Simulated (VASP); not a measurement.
Crystal: CaSe.

```
Ca Se
1.0
     0.00000    2.94500    2.94500
     2.94500    0.00000    2.94500
     2.94500    2.94500    0.00000
Ca Se
1 1
Cartesian
  0.0000 0.0000 0.0000
  2.9450 2.9450 2.9450
```

The cell was built by a generator and needn't be a form met in nature.

| Item | Value |
| --- | --- |
| Program | VASP 6.6.1 |
| Task | relaxation of cell and atoms |
| Functional | PBE |
| Potentials or basis | VASP PAW PBE potentials, release 64 (Ca_sv, Se) |
| Cutoff | 600 eV |
| k mesh | 8 × 8 × 8 |
| Occupations | gaussian, width 0.02 eV |
| Spin | no spin polarisation |

At the start: pressure 2.0 GPa; volume 25.54 Å³/atom.

Q: How do energy, volume and symmetry change on relaxing?

A: Over 3 steps the energy falls by 5.9 meV/atom and the volume is 26.53 Å³/atom (+3.9 %); space group Fm-3m (No. 225, to 0.05 Å).

Step by step:
| step | energy change (eV) | largest force (eV/Å) | pressure (GPa) | volume (Å³) |
| --- | --- | --- | --- | --- |
| 1 | 0.0000 | 0.0000 | 1.97 | 51.08 |
| 2 | -0.0114 | 0.0000 | -0.33 | 53.45 |
| 3 | -0.0118 | 0.0000 | 0.00 | 53.07 |

Final structure:
```
CELL_PARAMETERS angstrom
0.00000 2.98268 2.98268
2.98268 0.00000 2.98268
2.98268 2.98268 0.00000
ATOMIC_POSITIONS crystal
Ca 0.00000 0.00000 0.00000
Se 0.50000 0.50000 0.50000
```
